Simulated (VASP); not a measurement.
## TiB2: single point with PBE

Crystal: TiB2.

```
CELL_PARAMETERS angstrom
3.02593 0.00000 0.00000
-1.51296 2.62053 0.00000
0.00000 0.00000 3.22877
ATOMIC_POSITIONS crystal
Ti 0.00000 0.00000 0.00000
B 0.33333 0.66667 0.50000
B 0.66667 0.33333 0.50000
```

The cell is a database's computed one.

```
Program                : VASP 6.6.1
Task                   : single point
Functional             : PBE
Potentials or basis    : VASP PAW PBE potentials, release 64 (Ti_sv, B)
Cutoff                 : 520 eV
k mesh                 : 6 × 6 × 6
Occupations            : gaussian, width 0.1 eV
Spin                   : no spin polarisation
Dipole correction      : no
Further INCAR settings : ALGO = Normal; EDIFF = 1e-06; NBANDS = 16
```

- Pressure: 1.3 GPa
- Band gap on the k mesh: none (metal or under the smearing width)

Stress tensor (GPa, compression positive):
```
 2.35  0.00  0.00
 0.00  2.35  0.00
 0.00  0.00 -0.81
```

Levels at points of the mesh, in eV from the Fermi level:
```
           k point  band 5  band 6  band 7  band 8  band 9  band 10  band 11  band 12  band 13  band 14
(0.00, 0.00, 0.00)  -13.28   -2.36   -2.36   -2.11   -1.89     2.13     2.13     3.90     3.90     6.02
(0.50, 0.00, 0.00)   -9.14   -9.00   -3.03   -3.00   -2.03     1.57     3.00     3.46     3.60     7.69
(0.00, 0.00, 0.50)  -11.37   -7.38   -0.31   -0.31    0.06     0.06     0.69     0.69     1.85     6.82
(0.50, 0.00, 0.50)   -9.52   -7.33   -4.41   -3.58   -2.90     2.70     3.18     4.70     4.81     5.62
```

It took 5 s on 1 thread of Intel(R) Xeon(R) 6975P-C (Granite Rapids), on a shared host, peak memory 0.14 GiB.

Caveat: the k mesh is coarse (spacing up to 0.40 Å⁻¹), so the values aren't converged.
